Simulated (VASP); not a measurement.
# Zn in VASP: notebook

The runs below take Zn through work function, with PBE, LDA.

All numbers are computed with VASP 6.6.1; they aren't measurements. Logs are shortened: lines on timing, memory, paths and dates and some standing lists are left out, and cuts for length are marked.

### 1 The structure

The cell holds a slab with vacuum, 6 atoms: a = 2.617 Å, b = 2.619 Å, c = 27.159 Å, α = 90.00°, β = 90.00°, γ = 119.98°.

The slab is cut from a database's or a generator's crystal, which needn't be the stable form of the element.

### 2 Work function, PBE

File INCAR:

```
SYSTEM = Zn
PREC = Accurate
ENCUT = 250
EDIFF = 1E-7
ISMEAR = -4
SIGMA = 0.1
LREAL = .FALSE.
LASPH = .TRUE.
NELM = 60
ALGO = Normal
ISIF = 2
LWAVE = .FALSE.
LCHARG = .FALSE.
LDIPOL = .TRUE.
IDIPOL = 3
DIPOL = 0.5 0.5 0.500
GGA = PE
EFIELD = -0.3
LVHAR = .TRUE.
LVACPOTAV = .TRUE.
```

File KPOINTS:

```
regular mesh
0
G
  12 12 1
  0 0 0
```

File POSCAR:

```
Zn
1.0
    2.6169740200      0.0000000000      0.0000000000
   -1.3084870100      2.2681701736      0.0000000000
    0.0000000000      0.0000000000     27.1587934876
Zn
6
Direct
    0.3393536486      0.6787072973      0.2761536518
    0.0115275509      0.0230551018      0.3651252919
    0.3508811995      0.7017623991      0.4550417640
    0.6902348482      0.3804696963      0.5449582360
    0.3624087504      0.7248175009      0.6339298761
    0.7017623991      0.4035247981      0.7238463482
```

Potentials or basis: VASP PAW PBE potentials, release 64 (Zn).

Started as:

```bash
> cat potpaw_PBE.64/Zn/POTCAR > POTCAR
> mpirun -np 1 vasp_std > vasp.out
```

OUTCAR:

```text
SYSTEM = Zn
   PREC = Accurate
   ENCUT = 250
   EDIFF = 1E-7
   ISMEAR = -4
   LREAL = .FALSE.
   LASPH = .TRUE.
   NELM = 60
   ISIF = 2
   GGA = PE

 ion  position               nearest neighbor table
   1  0.339  0.679  0.276-   2 2.84   2 2.86   2 2.86
   2  0.012  0.023  0.365-   1 2.84   1 2.86   1 2.86   3 2.86   3 2.86   3 2.89
   3  0.351  0.702  0.455-   4 2.86   4 2.86   2 2.86   2 2.86   4 2.89   2 2.89
   4  0.690  0.380  0.545-   5 2.84   5 2.86   5 2.86   3 2.86   3 2.86   3 2.89
   5  0.362  0.725  0.634-   4 2.84   4 2.86   4 2.86   6 2.86   6 2.86   6 2.89
   6  0.702  0.404  0.724-   5 2.86   5 2.86   5 2.89

  LATTYP: Found a base centered orthorhombic cell.
 ALAT       =     2.6169740200
 B/A-ratio  =     1.7334296453
 C/A-ratio  =    10.3779377556

  Lattice vectors:

 A1 = (   1.3084870100,  -2.2681701736,   0.0000000000)
 A2 = (   1.3084870100,   2.2681701736,   0.0000000000)
 A3 = (   0.0000000000,   0.0000000000,  27.1587934876)

Analysis of symmetry for initial positions (statically):
=====================================================================
 Subroutine PRICEL returns:
 Original cell was already a primitive cell.

 Routine SETGRP: Setting up the symmetry group for a
 base centered orthorhombic supercell.

 Subroutine GETGRP returns: Found  2 space group operations
 (whereof  2 operations were pure point group operations)
 out of a pool of  8 trial point group operations.

The static configuration has the point symmetry C_1h.

Analysis of symmetry for dynamics (positions and initial velocities):
=====================================================================
 An external electric field (EFIELD) may reduce the allowed symmetry operations
 Subroutine PRICEL returns:
 Original cell was already a primitive cell.

 Routine SETGRP: Setting up the symmetry group for a
 base centered orthorhombic supercell.

 Subroutine GETGRP returns: Found  2 space group operations
 (whereof  2 operations were pure point group operations)
 out of a pool of  8 trial point group operations.

The dynamic configuration has the point symmetry C_1h.

 Subroutine INISYM returns: Found  2 space group operations
 (whereof  2 operations are pure point group operations),
 and found     1 'primitive' translations

----------------------------------------------------------------------------------------

                                     Primitive cell

  volume of cell :     161.2076

  direct lattice vectors                    reciprocal lattice vectors
     2.616974020  0.000000000  0.000000000     0.382120721  0.220442013  0.000000000
    -1.308487010  2.268170174  0.000000000     0.000000000  0.440884027  0.000000000
     0.000000000  0.000000000 27.158793488     0.000000000  0.000000000  0.036820487

  length of vectors
     2.616974020  2.618536651 27.158793488     0.441147285  0.440884027  0.036820487

  position of ions in fractional coordinates (direct lattice)
     0.339353649  0.678707297  0.276153652
     0.011527551  0.023055102  0.365125292
     0.350881200  0.701762399  0.455041764
     0.690234848  0.380469696  0.544958236
     0.362408750  0.724817501  0.633929876
     0.701762399  0.403524798  0.723846348

  ion indices of the primitive-cell ions
   primitive index   ion index
                 1           1
                 2           2
                 3           3
                 4           4
                 5           5
                 6           6

----------------------------------------------------------------------------------------

 KPOINTS: regular mesh

Automatic generation of k-mesh.
 Grid dimensions read from file:
 generate k-points for:   12   12    1

 Generating k-lattice:

  Cartesian coordinates                     Fractional coordinates (reciprocal lattice)
     0.031843393  0.018370168  0.000000000     0.083333333  0.000000000  0.000000000
     0.000000000  0.036740336  0.000000000     0.000000000  0.083333333  0.000000000
     0.000000000  0.000000000  0.036820487     0.000000000  0.000000000  1.000000000

  Length of vectors
     0.036762274  0.036740336  0.036820487

  Shift w.r.t. Gamma in fractional coordinates (k-lattice)
     0.000000000  0.000000000  0.000000000

 TETIRR: Found    222 inequivalent tetrahedra from      864

 Subroutine IBZKPT returns following result:
 ===========================================

 Found     43 irreducible k-points:

 Following reciprocal coordinates:
            Coordinates               Weight
  0.000000  0.000000  0.000000      1.000000
  0.083333 -0.000000  0.000000      4.000000
  0.166667 -0.000000  0.000000      4.000000
  0.250000 -0.000000  0.000000      4.000000
  0.333333  0.000000  0.000000      4.000000
  0.416667  0.000000  0.000000      4.000000
[... 16 lines left out ...]
  0.333333  0.166667  0.000000      4.000000
  0.416667  0.166667  0.000000      4.000000
 [... further k-points ...]
   k-points           NKPTS =     43   k-points in BZ     NKDIM =     43   number of bands    NBANDS=     43
   number of dos      NEDOS =    301   number of ions     NIONS =      6
   total plane-waves  NPLWV =  27440
   dimension x,y,z NGX =    14 NGY =   14 NGZ =  140
   dimension x,y,z NGXF=    28 NGYF=   28 NGZF=  280
   ions per type =               6
   NGX,Y,Z   is equivalent  to a cutoff of   8.89,  8.89,  8.57 a.u.
   NGXF,Y,Z  is equivalent  to a cutoff of  17.79, 17.78, 17.14 a.u.
 SYSTEM =  Zn
   PREC   = accura    normal or accurate (medium, high low for compatibility)
   ISTART =      0    job   : 0-new  1-cont  2-samecut
   ICHARG =      2    charge: 1-file 2-atom 10-const
   ISPIN  =      1    spin polarized calculation?
   LNONCOLLINEAR =      F non collinear calculations
   LSORBIT =      F    spin-orbit coupling
   LASPH  =      T    aspherical Exc in radial PAW
   ENCUT  =  250.0 eV  18.37 Ry    4.29 a.u.   3.37  3.38 35.01*2*pi/ulx,y,z
   NELM   =     60;   NELMIN=  2; NELMDL= -5     # of ELM steps
   EDIFF  = 0.1E-06   stopping-criterion for ELM
   LREAL  =      F    real-space projection
   EDIFFG = 0.1E-05   stopping-criterion for IOM
   NSW    =      0    number of steps for IOM
   IBRION =     -1    ionic relax: 0-MD 1-quasi-New 2-CG
   NFREE  =      0    steps in history (QN), initial steepest desc. (CG)
   ISIF   =      2    stress and relaxation
   ISYM   =      2    0-nonsym 1-usesym 2-fastsym
   POTIM  = 0.5000    time-step for ionic-motion
   TEBEG  =    0.0;   TEEND  =   0.0 temperature during run
   PSTRESS=    0.0 pullay stress
   NELECT =      72.0000    total number of electrons
   NUPDOWN=      -1.0000    fix difference up-down
   EMIN   =  10.00;   EMAX   =-10.00  energy-range for DOS
   EFERMI =   0.00;   METHOD = LEGACY
   ISMEAR =    -4;   SIGMA  =   0.10  broadening in eV -4-tet -1-fermi 0-gaus
   EFERMI_NEDOS =   21; number of points for ismear=-14 and -15
   IALGO  =     38    algorithm
   IMIX   =      4    mixing-type and parameters
     AMIX     =   0.40;   BMIX     =  1.00
     AMIX_MAG =   1.60;   BMIX_MAG =  1.00
  volume/ion in A,a.u.               =      26.87       181.31
  Fermi-wavevector in a.u.,A,eV,Ry     =   1.251384  2.364772 21.306195  1.565961
  Thomas-Fermi vector in A             =   2.385334
   LORBIT       =      0    0 simple, 1 ext, 2 COOP (PROOUT), +10 PAW based schemes
   GGA     = PE    functional components
   LHFCALC =     F    Hartree Fock is set to
   AEXX    =    0.0000 exact exchange contribution
   IVDW    =     0    specifies the selected vdW correction
   LEPSILON=     F    determine dielectric tensor
   LRPA    =     F    only Hartree local field effects (RPA)
 non-spin polarized calculation
 Fermi weights with tetrahedron method witout Bloechl corrections
  energy-cutoff  :      250.00
  volume of cell :      161.21
 maximum number of plane-waves:      1483
 NGX is ok and might be reduce to    14
   NGX =  7   NGY =  7   NGZ = 71

 dipolmoment           0.000000      0.000000      0.000000 electrons x Angstroem

 number of electron      72.0000366 magnetization

 dipolmoment           0.000000      0.000000     -0.150874 electrons x Angstroem

 Free energy of the ion-electron system (eV)
  ---------------------------------------------------
  ext. energy  EPLUGINS =         0.00000000
  ---------------------------------------------------
  free energy    TOTEN  =        -6.08667387 eV

  energy without entropy =       -6.08667387  energy(sigma->0) =       -6.08667387

 E-fermi :  -0.0746     XC(G=0):  -6.9976

 val. band max:        0.2611364300   @ k =   0.3333   0.3333   0.0000
 cond. band min:       0.0207335357   @ k =   0.0833   0.0833   0.0000
 fundamental gap:     -0.2404028942
 Fermi energy:        -0.0745510472

 k-point     1 :       0.0000    0.0000    0.0000
  band No.  band energies     occupation
      1     -10.6530      2.00000
      2     -10.2109      2.00000
      3      -9.5577      2.00000
      4      -9.0490      2.00000
      5      -8.8429      2.00000
      6      -8.8318      2.00000
[... 35 lines left out ...]
     42       4.7313      0.00000
     43       5.1527      0.00000

 k-point     2 :       0.0833   -0.0000    0.0000
  band No.  band energies     occupation
      1     -10.4409      2.00000
      2     -10.0038      2.00000
      3      -9.3670      2.00000
      4      -8.9067      2.00000
      5      -8.7333      2.00000
      6      -8.7204      2.00000
[... 35 lines left out ...]
     42       4.9341      0.00000
     43       5.3559      0.00000

 k-point     3 :       0.1667   -0.0000    0.0000
  band No.  band energies     occupation
      1      -9.8305      2.00000
      2      -9.4216      2.00000
      3      -8.8710      2.00000
      4      -8.5966      2.00000
      5      -8.4640      2.00000
      6      -8.4469      2.00000
[... 919 lines left out ...]
      6      -8.2835      2.00000
[... 35 lines left out ...]
     42       4.6963      0.00000
     43       5.1415      0.00000

 k-point    24 :       0.4167    0.1667    0.0000
  band No.  band energies     occupation
      1      -8.4609      2.00000
      2      -8.4469      2.00000
      3      -8.4266      2.00000
      4      -8.3846      2.00000
      5      -8.3405      2.00000
      6      -8.3016      2.00000
[... 35 lines left out ...]
     42       3.6146      0.00000
     43       5.3309      0.00000

 [... further k-points ...]

------------------------ aborting loop because EDIFF is reached ----------------------------------------

  FORCE on cell =-STRESS in cart. coord.  units (eV):
  Direction    XX          YY          ZZ          XY          YZ          ZX
  --------------------------------------------------------------------------------------
  -------------------------------------------------------------------------------------
  Total       -3.9869343     -4.0839475     -4.2937387      0.0000000     -0.1665132      0.0000000
  in kB      -39.6245316    -40.5887072    -42.6737369      0.0000000     -1.6549076      0.0000000
  external PRESSURE =     -40.9623252 kB  Pullay stress =       0.0000000 kB

 VOLUME and BASIS-vectors are now :
 -----------------------------------------------------------------------------
  energy-cutoff  :      250.00
  volume of cell :      161.21
      direct lattice vectors                 reciprocal lattice vectors
     2.616974020  0.000000000  0.000000000     0.382120721  0.220442013  0.000000000
    -1.308487010  2.268170174  0.000000000     0.000000000  0.440884027  0.000000000
     0.000000000  0.000000000 27.158793488     0.000000000  0.000000000  0.036820487

 POSITION                                       TOTAL-FORCE (eV/Angst)
 -----------------------------------------------------------------------------------
     -0.00000      1.53942      7.50000         0.000000      0.012866     -0.188369
      0.00000      0.05229      9.91636         0.000000      0.000422      0.086933
     -0.00000      1.59172     12.35839         0.000000     -0.009092      0.028397
      1.30849      0.86297     14.80041        -0.000000      0.001507     -0.040216
     -0.00000      1.64401     17.21677         0.000000      0.006474     -0.048041
      1.30849      0.91526     19.65879        -0.000000     -0.012177      0.161295
 -----------------------------------------------------------------------------------
    total drift:                                0.000003      0.001827      0.005019

  FREE ENERGIE OF THE ION-ELECTRON SYSTEM (eV)
  ---------------------------------------------------
  free  energy   TOTEN  =        -6.0866738679 eV

  energy  without entropy=       -6.0866738679  energy(sigma->0) =       -6.08667387
```

Run time: 3.1 min. Hardware: 1 thread of Intel Xeon Platinum 8559C (Emerald Rapids), shared host; peak memory 0.2 GiB.

The run converged, but a check on its numbers failed (symmetry, net force, bounds or a known fault of this set-up), so they aren't taken as properties of the slab.

Caveat: the cutoff lies under the usual one of these potentials, so the numbers hold a large basis-set error.

[end of part 1 of 2]
